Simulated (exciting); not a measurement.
# InP: single point with PBEsol

The system is InP.

```
In P
1.0
     0.00000    2.76883    2.76883
     2.76883    0.00000    2.76883
     2.76883    2.76883    0.00000
In P
1 1
Direct
  0.00000 0.00000 0.00000
  0.50000 0.50000 0.50000
```

Measurements of this composition are mostly on another form, of space group No. 216.

```yaml
Program: exciting (release sodium)
Task: single point
Functional: PBEsol
Potentials_or_basis: all-electron LAPW+lo, shipped species files, valence relativity iora*
rgkmax: 7.8
k_mesh: 8 × 8 × 8
Occupations: gaussian, width 0.02 eV
Spin: no spin polarisation
outputlevel: normal
gmaxvr_cutoff_of_density_and_potential: 14 1/bohr
lmaxapw_and_lmaxmat: 10
lmaxvr: 8
nempty: 10
Valence_relativity: iora*
epsengy: 1e-05 Ha
epspot: 1e-05 Ha
maxscl: 60
Muffin-tin_radii: In 2.3, P 2.0 bohr
```

- Band gap on the k mesh: none (metal or under the smearing width)
- All electrons inside the program's atomic spheres: In 46.62; P 12.68 (radii In 2.3, P 2.0 bohr)

Levels at points of the mesh, in eV from the Fermi level:
| k point | band 10 | band 11 | band 12 | band 13 | band 14 | band 15 |
| --- | --- | --- | --- | --- | --- | --- |
| (0.00, 0.00, 0.00) | -0.34 | -0.34 | -0.34 | 0.38 | 6.96 | 6.96 |
| (0.50, 0.00, 0.00) | -6.78 | 0.09 | 0.09 | 2.31 | 3.25 | 3.25 |
| (0.50, 0.50, 0.00) | -5.07 | -2.67 | -2.42 | -2.42 | 3.66 | 9.72 |

Run time: 33 s on 1 thread of Intel(R) Xeon(R) 6975P-C (Granite Rapids), on a shared host, peak memory 0.14 GiB.
